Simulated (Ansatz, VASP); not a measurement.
# Ti: VASP beside Ansatz

Contents of INCAR:

```
SYSTEM = Ti
PREC = Accurate
ENCUT = 520
EDIFF = 1E-7
ISMEAR = 1
SIGMA = 0.1
LREAL = .False.
LASPH = .True.
NELM = 60
ALGO = Normal
ISIF = 2
LWAVE = .False.
LCHARG = .False.
NBANDS = 12
```

KPOINTS

```
regular mesh
0
Gamma
  13 13 13
  0 0 0
```

File POSCAR:

```
Ti
1.0
   -1.6410000000      1.6410000000      1.6410000000
    1.6410000000     -1.6410000000      1.6410000000
    1.6410000000      1.6410000000     -1.6410000000
Ti
1
Direct
    0.0000000000      0.0000000000      0.0000000000
```

Input for Ansatz:

```yaml
crystal:
  lattice:
    - [-1.641, 1.641, 1.641]
    - [1.641, -1.641, 1.641]
    - [1.641, 1.641, -1.641]
  atoms:
    - { symbol: Ti, position: [0.0, 0.0, 0.0] }
kpoints:
  mp_grid:
    grid: [13, 13, 13]
hamiltonian:
  xc: lda
  pseudopotentials:
    kind: paw
scf:
  occupations:
    method: cold
output:
  forces: true
  stress: true
  eigenvalues: true
```

This isn't the form of Ti at room conditions, which is hcp.

Alike in both runs: task single point; functional LDA; k mesh 13 × 13 × 13; no spin polarisation.

|  | VASP | Ansatz |
| --- | --- | --- |
| version | VASP 6.6.1 | Ansatz 0.2.0 |
| potentials or method | VASP PAW LDA potentials, release 64 (Ti_sv) | plane waves, PAW |
| plane-wave cutoff (eV) | 520 | 420 |
| occupations | methfessel-paxton of order 1, width 0.1 eV | cold |
| valence electrons in the cell | 12 | 12 |

|  | VASP | Ansatz | Ansatz less VASP |
| --- | --- | --- | --- |
| gap on the k mesh at the Fermi level (eV) | none | none | - |
| pressure (GPa) | -11.0 | -11.0 | -0.03 |

A gap of «none» marks a metal or a gap that the smearing closes.
